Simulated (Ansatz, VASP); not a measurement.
Sr in VASP and in Ansatz

INCAR

```
  PREC = Accurate
  ENCUT = 600
  EDIFF = 1E-7
  ISMEAR = -1
  SIGMA = 0.05
  LREAL = False
  LASPH = True
  NELM = 60
  ALGO = Normal
  ISIF = 3
  LWAVE = False
  LCHARG = False
  GGA = PE
  IBRION = 2
  NSW = 100
  EDIFFG = -0.005
```

KPOINTS

```
Automatic mesh
0
Gamma
  13 13 13
```

File POSCAR:

```
Sr
1.0
    3.2195088072      0.0000000000      0.0000000000
    0.0000000000      3.2195088072      0.0000000000
    0.0000000000      0.0000000000      3.2195088072
Sr
1
Direct
    0.0000000000      0.0000000000      0.0000000000
```

Input for Ansatz:

```yaml
crystal:
  lattice:
    - [3.2195088072, 0.0, 0.0]
    - [0.0, 3.2195088072, 0.0]
    - [0.0, 0.0, 3.2195088072]
  atoms:
    - { symbol: Sr, position: [0.0, 0.0, 0.0] }
kpoints:
  mp_grid: { grid: [13, 13, 13] }
scf:
  occupations: { method: fermi_dirac, width: 0.05 }
hamiltonian:
  xc: pbe
  pseudopotentials: { kind: paw }
output:
  forces: true
  stress: true
relax:
  f_tol: 0.005
  max_steps: 80
  cell: {}
```

Alike in both runs: task relaxation of cell and atoms; functional PBE; k mesh 13 × 13 × 13; occupations fermi-dirac, width 0.05 eV; no spin polarisation.

|  | VASP | Ansatz |
| --- | --- | --- |
| version | VASP 6.6.1 | Ansatz 0.2.0 |
| potentials or method | VASP PAW PBE potentials, release 64 (Sr_sv) | PAW with Ansatz's default frozen-core files, scalar-relativistic |
| plane-wave cutoff (eV) | 600 | 420 |
| valence electrons in the cell | 10 | 10 |

|  | VASP | Ansatz | Ansatz less VASP |
| --- | --- | --- | --- |
| relaxed volume (Å³/atom) | 57.13 | 57.05 | -0.084 |
| relaxed cell length with the largest relative difference (Å) | 3.851 | 3.850 | -0.0019 |
| energy change over the relaxation (meV/atom) | -475 | -471 | +4.1 |

Caveats: the volume moved by over 15 % at a fixed basis, so the end points are rough (VASP).
